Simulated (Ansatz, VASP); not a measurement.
# One calculation of ZnS, two programs

The input INCAR:

```
SYSTEM = ZnS
PREC = Accurate ; ENCUT = 520
EDIFF = 1E-6 ; ISMEAR = 0
SIGMA = 0.05 ; LREAL = .False.
LASPH = .True. ; NELM = 60
ALGO = Normal ; ISIF = 2
LWAVE = .False. ; LCHARG = .False.
GGA = RP ; NBANDS = 16
```

The input KPOINTS:

```
regular mesh
0
Gamma
  9 9 9
  0 0 0
```

Contents of POSCAR:

```
ZnS
1.0
    0.0000000000      2.7020000000      2.7020000000
    2.7020000000      0.0000000000      2.7020000000
    2.7020000000      2.7020000000      0.0000000000
Zn S
1 1
Direct
    0.7500000000      0.7500000000      0.7500000000
    0.0000000000      0.0000000000      0.0000000000
```

File input.yaml:

```yaml
crystal:
  lattice:
    - [0.0, 2.702, 2.702]
    - [2.702, 0.0, 2.702]
    - [2.702, 2.702, 0.0]
  atoms:
    - { symbol: Zn, position: [0.75, 0.75, 0.75] }
    - { symbol: S, position: [0.0, 0.0, 0.0] }
hamiltonian:
  xc: rpbe
  pseudopotentials: { kind: paw }
kpoints:
  mp_grid: { grid: [9, 9, 9] }
scf:
  occupations: { method: gaussian, width: 0.05 }
output:
  forces: true
  stress: true
  eigenvalues: true
  write_density: true
  write_potential: true
  elf: true
  volumetric_format: npy
```

Alike in both runs: task single point; functional RPBE; k mesh 9 × 9 × 9; occupations gaussian, width 0.05 eV; no spin polarisation.

|  | VASP | Ansatz |
| --- | --- | --- |
| version | VASP 6.6.1 | Ansatz 0.2.0 |
| potentials or method | VASP PAW PBE potentials, release 54 (Zn, S) | Ansatz PAW |
| plane-wave cutoff (eV) | 520 | 420 |
| valence electrons in the cell | 18 | 18 |

|  | VASP | Ansatz | Ansatz less VASP |
| --- | --- | --- | --- |
| gap on the k mesh at the Fermi level (eV) | 2.28 | 2.28 | -0.001 |
| least direct gap on the mesh (eV) | 2.28 | 2.28 | -0.001 |
| pressure (GPa) | 4.3 | 4.2 | -0.13 |

Caveats: the PAW data sets were made with another functional, which shifts forces and pressure a little (VASP); odd divisions of the mesh miss points on the zone boundary, where band edges often lie, so the gap on the mesh can be too wide (Ansatz); the PAW data sets come from PBE, with cores solved anew for the run's functional, which leaves a small shift of forces and pressure (Ansatz). Expect the measured gap to be larger: semilocal functionals such as RPBE lack the derivative discontinuity.
